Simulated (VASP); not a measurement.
# Ir (P6_3/mmc) in VASP: settings compared, part 2 of 3

VASP 6.6.1. The steps go on from the part before.

## (3) Relaxation of cell and atoms, PBEsol

File INCAR:

```
PREC = Accurate
ENCUT = 300
EDIFF = 1E-7
ISMEAR = 0
SIGMA = 0.1
LREAL = False
LASPH = True
NELM = 80
ALGO = Normal
ISIF = 3
LWAVE = False
LCHARG = False
GGA = PS
IBRION = 2
NSW = 90
EDIFFG = -0.005
```

File KPOINTS:

```
Automatic mesh
0
Gamma
  18 18 10
```

File POSCAR:

```
Ir
1.0
    2.7181147100      0.0000000000      0.0000000000
   -1.3590573500      2.3539563900      0.0000000000
    0.0000000000      0.0000000000      4.4386813200
Ir
2
Direct
    0.3333333300      0.6666666700      0.2500000000
    0.6666666700      0.3333333300      0.7500000000
```

Potentials or basis: VASP PAW PBE potentials, release 64 (Ir).

Launch:

```sh
$ cat potpaw_PBE.64/Ir/POTCAR > POTCAR
$ mpirun -np 1 vasp_std > vasp.out
```

OUTCAR:

```text
PREC = Accurate
   ENCUT = 300
   EDIFF = 1E-7
   ISMEAR = 0
   LREAL = False
   LASPH = True
   NELM = 80
   ISIF = 3
   GGA = PS
   IBRION = 2
   NSW = 90
   EDIFFG = -0.005

 ion  position               nearest neighbor table
   1  0.333  0.667  0.250-   2 2.72   2 2.72   2 2.72   2 2.72   2 2.72   2 2.72
   2  0.667  0.333  0.750-   1 2.72   1 2.72   1 2.72   1 2.72   1 2.72   1 2.72

  LATTYP: Found a hexagonal cell.
 ALAT       =     2.7181147100
 C/A-ratio  =     1.6329999995

  Lattice vectors:

 A1 = (   2.7181147100,   0.0000000000,   0.0000000000)
 A2 = (  -1.3590573500,   2.3539563900,   0.0000000000)
 A3 = (   0.0000000000,   0.0000000000,   4.4386813200)

Analysis of symmetry for initial positions (statically):
=====================================================================
 Subroutine PRICEL returns:
 Original cell was already a primitive cell.

 Routine SETGRP: Setting up the symmetry group for a
 hexagonal supercell.

 Subroutine GETGRP returns: Found 24 space group operations
 (whereof 12 operations were pure point group operations)
 out of a pool of 24 trial point group operations.

The static configuration has the point symmetry D_3d.
 The point group associated with its full space group is D_6h.

Analysis of symmetry for dynamics (positions and initial velocities):
=====================================================================
 Subroutine PRICEL returns:
 Original cell was already a primitive cell.

 Routine SETGRP: Setting up the symmetry group for a
 hexagonal supercell.

 Subroutine GETGRP returns: Found 24 space group operations
 (whereof 12 operations were pure point group operations)
 out of a pool of 24 trial point group operations.

The dynamic configuration has the point symmetry D_3d.
 The point group associated with its full space group is D_6h.

 Subroutine INISYM returns: Found 24 space group operations
 (whereof 12 operations are pure point group operations),
 and found     1 'primitive' translations

----------------------------------------------------------------------------------------

                                     Primitive cell

  volume of cell :      28.4001

  direct lattice vectors                    reciprocal lattice vectors
     2.718114710  0.000000000  0.000000000     0.367902060  0.212408352  0.000000000
    -1.359057350  2.353956390  0.000000000     0.000000000  0.424816706  0.000000000
     0.000000000  0.000000000  4.438681320     0.000000000  0.000000000  0.225292137

  length of vectors
     2.718114710  2.718114708  4.438681320     0.424816706  0.424816706  0.225292137

  position of ions in fractional coordinates (direct lattice)
     0.333333330  0.666666670  0.250000000
     0.666666670  0.333333330  0.750000000

  ion indices of the primitive-cell ions
   primitive index   ion index
                 1           1
                 2           2

----------------------------------------------------------------------------------------

 KPOINTS: Automatic mesh

Automatic generation of k-mesh.
 Grid dimensions read from file:
 generate k-points for:   18   18   10

 Generating k-lattice:

  Cartesian coordinates                     Fractional coordinates (reciprocal lattice)
[... 55 lines left out ...]
   LNONCOLLINEAR =      F non collinear calculations
   LSORBIT =      F    spin-orbit coupling
   LASPH  =      T    aspherical Exc in radial PAW
   ENCUT  =  300.0 eV  22.05 Ry    4.70 a.u.   3.84  3.84  6.27*2*pi/ulx,y,z
   NELM   =     80;   NELMIN=  2; NELMDL= -5     # of ELM steps
   EDIFF  = 0.1E-06   stopping-criterion for ELM
   LREAL  =      F    real-space projection
   EDIFFG = -.5E-02   stopping-criterion for IOM
   NSW    =     90    number of steps for IOM
   IBRION =      2    ionic relax: 0-MD 1-quasi-New 2-CG
   NFREE  =      1    steps in history (QN), initial steepest desc. (CG)
   ISIF   =      3    stress and relaxation
   ISYM   =      2    0-nonsym 1-usesym 2-fastsym
   POTIM  = 0.5000    time-step for ionic-motion
   TEBEG  =    0.0;   TEEND  =   0.0 temperature during run
   PSTRESS=    0.0 pullay stress
   NELECT =      18.0000    total number of electrons
   NUPDOWN=      -1.0000    fix difference up-down
   EMIN   =  10.00;   EMAX   =-10.00  energy-range for DOS
   EFERMI =   0.00;   METHOD = LEGACY
   ISMEAR =     0;   SIGMA  =   0.10  broadening in eV -4-tet -1-fermi 0-gaus
   EFERMI_NEDOS =   21; number of points for ismear=-14 and -15
   IALGO  =     38    algorithm
   IMIX   =      4    mixing-type and parameters
     AMIX     =   0.40;   BMIX     =  1.00
     AMIX_MAG =   1.60;   BMIX_MAG =  1.00
  volume/ion in A,a.u.               =      14.20        95.83
  Fermi-wavevector in a.u.,A,eV,Ry     =   1.406238  2.657405 26.905608  1.977506
  Thomas-Fermi vector in A             =   2.528619
   LORBIT       =      0    0 simple, 1 ext, 2 COOP (PROOUT), +10 PAW based schemes
   GGA     = PS    functional components
   LHFCALC =     F    Hartree Fock is set to
   AEXX    =    0.0000 exact exchange contribution
   IVDW    =     0    specifies the selected vdW correction
   LEPSILON=     F    determine dielectric tensor
   LRPA    =     F    only Hartree local field effects (RPA)
 conjugate gradient relaxation of ions
 non-spin polarized calculation
 Gauss-broadening in eV      SIGMA  =   0.10
  energy-cutoff  :      300.00
  volume of cell :       28.40
 maximum number of plane-waves:       348
 NGX is ok and might be reduce to    16
   NGX =  7   NGY =  7   NGZ = 13

--------------------------------------- Ionic step        1  -------------------------------------------

 number of electron      18.0000004 magnetization

 Free energy of the ion-electron system (eV)
  ---------------------------------------------------
  ext. energy  EPLUGINS =         0.00000000
  ---------------------------------------------------
  free energy    TOTEN  =       -19.49600748 eV

  energy without entropy =      -19.48577850  energy(sigma->0) =      -19.49089299

------------------------ aborting loop because EDIFF is reached ----------------------------------------

  FORCE on cell =-STRESS in cart. coord.  units (eV):
  Direction    XX          YY          ZZ          XY          YZ          ZX
  --------------------------------------------------------------------------------------
  -------------------------------------------------------------------------------------
  Total       -0.2329646     -0.2329646     -0.7437493     -0.0000000      0.0000000      0.0000000
  in kB      -13.1425693    -13.1425693    -41.9582132     -0.0000000      0.0000000      0.0000000
  external PRESSURE =     -22.7477839 kB  Pullay stress =       0.0000000 kB
[... 131 lines left out ...]
--------------------------------------- Ionic step        5  -------------------------------------------

 number of electron      18.0000004 magnetization

 Free energy of the ion-electron system (eV)
  ---------------------------------------------------
  ext. energy  EPLUGINS =         0.00000000
  ---------------------------------------------------
  free energy    TOTEN  =       -19.49844210 eV

  energy without entropy =      -19.48843050  energy(sigma->0) =      -19.49343630

 E-fermi :  10.4180     XC(G=0): -14.1147

 val. band max:       10.4171150854   @ k =   0.3333  -0.0000   0.4000
 cond. band min:      10.4197507816   @ k =   0.3889   0.0000   0.0000
 fundamental gap:      0.0026356963
 Fermi energy:        10.4180406305

 k-point     1 :       0.0000    0.0000    0.0000
  band No.  band energies     occupation
      1      -0.9321      2.00000
      2       2.1421      2.00000
      3       6.4214      2.00000
      4       6.5244      2.00000
      5       6.5244      2.00000
      6       7.1913      2.00000
      7       7.1913      2.00000
      8       8.0037      2.00000
      9       8.0037      2.00000
     10       9.5164      2.00000
     11      10.6885      0.00013
     12      10.6885      0.00013
     13      17.4779      0.00000
[... 354 lines left out ...]
  band No.  band energies     occupation
      1       3.1156      2.00000
      2       3.2095      2.00000
      3       3.5392      2.00000
      4       6.1219      2.00000
      5       6.2822      2.00000
      6       6.7883      2.00000
      7       7.3771      2.00000
      8      10.5830      0.01963
      9      11.0572      0.00000
     10      11.1894      0.00000
     11      12.9664      0.00000
     12      16.1234      0.00000
     13      18.5527      0.00000

 [... further k-points ...]

------------------------ aborting loop because EDIFF is reached ----------------------------------------

  FORCE on cell =-STRESS in cart. coord.  units (eV):
  Direction    XX          YY          ZZ          XY          YZ          ZX
  --------------------------------------------------------------------------------------
  -------------------------------------------------------------------------------------
  Total       -0.0008070     -0.0008070     -0.0029083     -0.0000000      0.0000000      0.0000000
  in kB       -0.0457915     -0.0457915     -0.1650321     -0.0000000      0.0000000      0.0000000
  external PRESSURE =      -0.0855383 kB  Pullay stress =       0.0000000 kB
[... 17 lines left out ...]
  FREE ENERGIE OF THE ION-ELECTRON SYSTEM (eV)
  ---------------------------------------------------
  free  energy   TOTEN  =       -19.4984420972 eV

  energy  without entropy=      -19.4884305013  energy(sigma->0) =      -19.49343630

 reached required accuracy - stopping structural energy minimisation
```

OSZICAR:

```text
N       E                     dE             d eps       ncg     rms          rms(c)
DAV:   1     0.102586186962E+03    0.10259E+03   -0.61384E+03  5780   0.892E+02
DAV:   2    -0.167617065413E+02   -0.11935E+03   -0.10995E+03  5992   0.316E+02
DAV:   3    -0.206757683935E+02   -0.39141E+01   -0.37207E+01  7053   0.612E+01
[... 44 lines left out ...]
DAV:   3    -0.194984445737E+02    0.13932E-03   -0.24183E-04  6580   0.159E-01    0.193E-02
DAV:   4    -0.194984426874E+02    0.18863E-05   -0.16745E-05  6357   0.512E-02    0.512E-03
DAV:   5    -0.194984422626E+02    0.42483E-06   -0.48746E-07  6600   0.616E-03    0.169E-03
DAV:   6    -0.194984421149E+02    0.14776E-06   -0.43625E-08  2971   0.295E-03    0.369E-04
DAV:   7    -0.194984420972E+02    0.17689E-07   -0.89234E-09  2906   0.102E-03
   5 F= -.19498442E+02 E0= -.19493436E+02  d E =-.463230E-03
```

CONTCAR:

```text
Ir
   1.00000000000000
     2.7192784126782619    0.0000000000024251    0.0000000000000000
    -1.3596392013348901    2.3549641860815522    0.0000000000000000
     0.0000000000000000    0.0000000000000000    4.4090520501281310
  Ir
     2
Direct
     0.3333333300000021    0.6666666699999979    0.2500000000000000
     0.6666666699999979    0.3333333300000021    0.7500000000000000

  0.00000000E+00  0.00000000E+00  0.00000000E+00
  0.00000000E+00  0.00000000E+00  0.00000000E+00
```

Wall time 73 s (1 thread of Intel Xeon Platinum 8488C (Sapphire Rapids), shared host); peak memory 0.15 GiB.

Results:

```
Free energy                            : -19.4984 eV
Relaxed volume                         : 14.12 Å³/atom
Relaxed cell                           : a = 2.719 Å, b = 2.719 Å, c = 4.409 Å, α = 90.00°, β = 90.00°, γ = 120.00°
Space group after relaxing (to 0.05 Å) : P6_3/mmc (No. 194)
Energy gained by relaxing              : 1.2 meV/atom
Ionic steps                            : 5
Pressure after relaxing                : 0.0 GPa
Band gap on the k mesh                 : none (metal or under the smearing width)
```

Step by step:
```
step  energy change (eV)  largest force (eV/Å)  pressure (GPa)  volume (Å³)
   1              0.0000                0.0000           -2.27        28.40
   2              0.0179                0.0000            9.81        27.58
   3             -0.0020                0.0000            0.45        28.20
   4             -0.0022                0.0000           -0.34        28.26
   5             -0.0024                0.0000           -0.01        28.23
```

Final structure:
```
Ir
1.0
     2.71928    0.00000    0.00000
    -1.35964    2.35496    0.00000
     0.00000    0.00000    4.40905
Ir
2
Direct
  0.33333 0.66667 0.25000
  0.66667 0.33333 0.75000
```

Levels at points of the mesh, in eV from the Fermi level:
```tsv
k point	band 5	band 6	band 7	band 8	band 9	band 10	band 11	band 12	band 13
(0.00, 0.00, 0.00)	-3.89	-3.23	-3.23	-2.41	-2.41	-0.90	0.27	0.27	7.06
(0.50, 0.00, 0.00)	-3.62	-3.53	-3.04	0.72	0.98	1.14	2.95	4.40	8.22
(0.00, 0.00, 0.50)	-4.02	-4.02	-4.02	-4.02	-0.48	-0.48	-0.48	-0.48	13.59
(0.50, 0.00, 0.50)	-2.17	-2.17	-1.03	-1.03	0.97	0.97	2.00	2.00	7.66
```

Caveat: the PAW data sets were made with another functional, which shifts forces and pressure a little.

[end of part 2 of 3]
